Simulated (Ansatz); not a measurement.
# BaS (WC type): how the settings move a single-point run

How sensitive is a single-point run of BaS (WC type) to its settings? A reference run comes first, then five runs with altered input.

Computed with Ansatz 0.2.0 (reference: DFT r2SCAN, scalar-relativistic, plane waves, PAW, unless a step's input says otherwise).

2 further runs of the same task are left out: 2 set aside as unsound or not needed. Runs told in other sessions of the task aren't counted.

## Step 1: The structure to begin with

It takes space group P-6m2 (No. 187, hexagonal). The conventional cell has a = 4.360 Å, b = 4.360 Å, c = 3.975 Å, α = 90.00°, β = 90.00°, γ = 120.00°. Ba (site symmetry -6m2) has 6 S at 3.21 Å in its first shell of neighbours. S (site symmetry -6m2) is surrounded by 6 Ba at 3.21 Å.

Structure file:

```cif
data_structure
_symmetry_space_group_name_H-M 'P 1'
_symmetry_Int_Tables_number 1
_cell_length_a 4.3601
_cell_length_b 4.3601
_cell_length_c 3.9749
_cell_angle_alpha 90.000
_cell_angle_beta 90.000
_cell_angle_gamma 120.000
_cell_volume 65.44
loop_
_atom_site_label
_atom_site_type_symbol
_atom_site_fract_x
_atom_site_fract_y
_atom_site_fract_z
_atom_site_occupancy
Ba1 Ba 0.00000 0.00000 0.00000 1
S1 S 0.66667 0.33333 0.50000 1
```

## Step 2: The reference run

File input.yaml:

```yaml
crystal:
  lattice:
    - [4.3601207102, 0.0, 0.0]
    - [-2.1800603551, 3.7759752986, 0.0]
    - [0.0, 0.0, 3.9748508368]
  atoms:
    - { symbol: Ba, position: [0.0, 0.0, 0.0] }
    - { symbol: S, position: [0.6666666667, 0.3333333333, 0.5] }
basis:
  ecutwfc: 500
  ecutrho_ratio: 4
kpoints:
  mp_grid: { grid: [6, 6, 6] }
  band_path:
    path:
      - [[0.0, 0.0, 0.0], [0.5, 0.0, 0.0], [0.33333333, 0.33333333, 0.0], [0.0, 0.0, 0.0], [0.0, 0.0, 0.5], [0.5, 0.0, 0.5], [0.33333333, 0.33333333, 0.5], [0.0, 0.0, 0.5]]
      - [[0.5, 0.0, 0.5], [0.5, 0.0, 0.0]]
      - [[0.33333333, 0.33333333, 0.5], [0.33333333, 0.33333333, 0.0]]
    npoints: 14
hamiltonian:
  xc: r2scan
scf:
  occupations: { method: gaussian, width: 0.05 }
  n_extra_bands: 11
output:
  forces: true
  stress: true
  eigenvalues: true
  populations: true
  dos: { projected: true, de: 0.02, nscf_kmesh: { grid: [9, 9, 9] } }
  bader: true
  write_density: true
  write_potential: true
  elf: true
  volumetric_format: npy
```

Run with:

```bash
$ ansatz run input.yaml --threads 2 --pin off --max-ram 2662MiB --backend cpu --events-out ev --progress --plain --runs-dir out
```

## Step 3: Changing settings: ecutrho_ratio 6

File input.yaml:

```yaml
crystal:
  lattice:
    - [4.3601207102, 0.0, 0.0]
    - [-2.1800603551, 3.7759752986, 0.0]
    - [0.0, 0.0, 3.9748508368]
  atoms:
    - { symbol: Ba, position: [-3.700743415525e-17, 0.0, 0.0] }
    - { symbol: S, position: [0.6666666666667, 0.3333333333333, 0.5] }
basis:
  ecutwfc: 500
  ecutrho_ratio: 6
kpoints:
  mp_grid: { grid: [6, 6, 6] }
hamiltonian:
  xc: r2scan
scf:
  occupations: { method: gaussian, width: 0.05 }
output:
  forces: true
  stress: true
  write_density: true
  write_potential: true
  elf: true
  volumetric_format: npy
```

## Step 4: Variant: occupations.method cold, occupations.width 0.3

File input.yaml:

```yaml
crystal:
  lattice:
    - [4.3601207102, 0.0, 0.0]
    - [-2.1800603551, 3.7759752986, 0.0]
    - [0.0, 0.0, 3.9748508368]
  atoms:
    - { symbol: Ba, position: [-3.700743415525e-17, 0.0, 0.0] }
    - { symbol: S, position: [0.6666666666667, 0.3333333333333, 0.5] }
basis:
  ecutwfc: 500
  ecutrho_ratio: 4
kpoints:
  mp_grid: { grid: [6, 6, 6] }
hamiltonian:
  xc: r2scan
scf:
  occupations: { method: cold, width: 0.3 }
output:
  forces: true
  stress: true
```

## Step 5: Variant: same input

File input.yaml:

```yaml
crystal:
  lattice:
    - [4.3601207102, 0.0, 0.0]
    - [-2.1800603551, 3.7759752986, 0.0]
    - [0.0, 0.0, 3.9748508368]
  atoms:
    - { symbol: Ba, position: [-3.700743415525e-17, 0.0, 0.0] }
    - { symbol: S, position: [0.6666666666667, 0.3333333333333, 0.5] }
basis:
  ecutwfc: 500
  ecutrho_ratio: 4
kpoints:
  mp_grid: { grid: [6, 6, 6] }
hamiltonian:
  xc: r2scan
scf:
  occupations: { method: gaussian, width: 0.05 }
output:
  forces: true
  stress: true
```

## Step 6: Changing settings: preconditioner ldos, accuracy medium

File input.yaml:

```yaml
crystal:
  lattice:
    - [4.3601207102, 0.0, 0.0]
    - [-2.1800603551, 3.7759752986, 0.0]
    - [0.0, 0.0, 3.9748508368]
  atoms:
    - { symbol: Ba, position: [-3.700743415525e-17, 0.0, 0.0] }
    - { symbol: S, position: [0.6666666666667, 0.3333333333333, 0.5] }
basis:
  ecutwfc: 500
  ecutrho_ratio: 4
kpoints:
  mp_grid: { grid: [6, 6, 6] }
hamiltonian:
  xc: r2scan
scf:
  occupations: { method: gaussian, width: 0.05 }
  mixing: { preconditioner: ldos }
output:
  forces: true
  stress: true
accuracy: medium
```

## Step 7: Changing settings: n_extra_bands 2

File input.yaml:

```yaml
crystal:
  lattice:
    - [4.3601207102, 0.0, 0.0]
    - [-2.1800603551, 3.7759752986, 0.0]
    - [0.0, 0.0, 3.9748508368]
  atoms:
    - { symbol: Ba, position: [-3.700743415525e-17, 0.0, 0.0] }
    - { symbol: S, position: [0.6666666666667, 0.3333333333333, 0.5] }
basis:
  ecutwfc: 500
  ecutrho_ratio: 4
kpoints:
  mp_grid: { grid: [6, 6, 6] }
hamiltonian:
  xc: r2scan
scf:
  occupations: { method: gaussian, width: 0.05 }
  n_extra_bands: 2
output:
  forces: true
  stress: true
  write_density: true
  write_potential: true
  elf: true
  volumetric_format: npy
```

Q: Predict the outcome of this session. Wanted: for each run, ending; energy change; pressure; gap; force.

As calculated:

| run | ending | energy change | pressure (GPa) | gap (eV) | force (eV/Å) | cycles | time |
| --- | --- | --- | --- | --- | --- | --- | --- |
| reference | converged | 0 | 0.0 | 2.40 | 0.00 | 6 | 21 s |
| 1: ecutrho_ratio 6 | converged | 0.0 meV/atom | 0.0 | 2.40 | 0.00 | 6 | 6.1 s |
| 2: occupations.method cold, occupations.width 0.3 | converged | 0.0 meV/atom (σ→0) | 0.0 | 2.40 | 0.00 | 6 | 4 s |
| 3: same input | converged | 0.0 meV/atom | 0.0 | 2.40 | 0.00 | 6 | 3.9 s |
| 4: preconditioner ldos, accuracy medium | converged | 0.0 meV/atom | 0.0 | 2.40 | 0.00 | 6 | 3.9 s |
| 5: n_extra_bands 2 | converged | 0.0 meV/atom | 0.0 | 2.40 | 0.00 | 6 | 4.7 s |

Times don't compare one to one where runs were asked for different outputs or read a saved state (see the inputs); cycles may leave out searches for a lower state.

Residual by cycle in the longest SCF loop of each run; runs are numbered as in the table. The quantity is the density residual dr2, in eV.

```csv
cycle,reference,run 1,run 2,run 3,run 4,run 5
1,0.0182,0.0164,0.0165,0.0163,0.0163,0.0159
2,0.00244,0.00175,0.00179,0.00175,0.0192,0.00158
3,3.6e-4,3.1e-4,3.1e-4,3.1e-4,0.00215,2.9e-4
4,2.2e-5,1.4e-5,1.4e-5,1.4e-5,3.1e-5,1.6e-5
5,3.2e-7,9.2e-8,8.5e-8,9.2e-8,1.8e-7,2.7e-7
6,1.6e-8,4.8e-9,3.7e-9,4.7e-9,1.1e-9,9.9e-9
```

What this shows: Of the converged runs whose energies compare with the reference's, none moves it noticeably. The gap of the reference lacks spin-orbit coupling, though the cell holds Ba.

These are semilocal Kohn-Sham gaps, which aren't the measured quantity. Such gaps usually fall short of the measured ones.
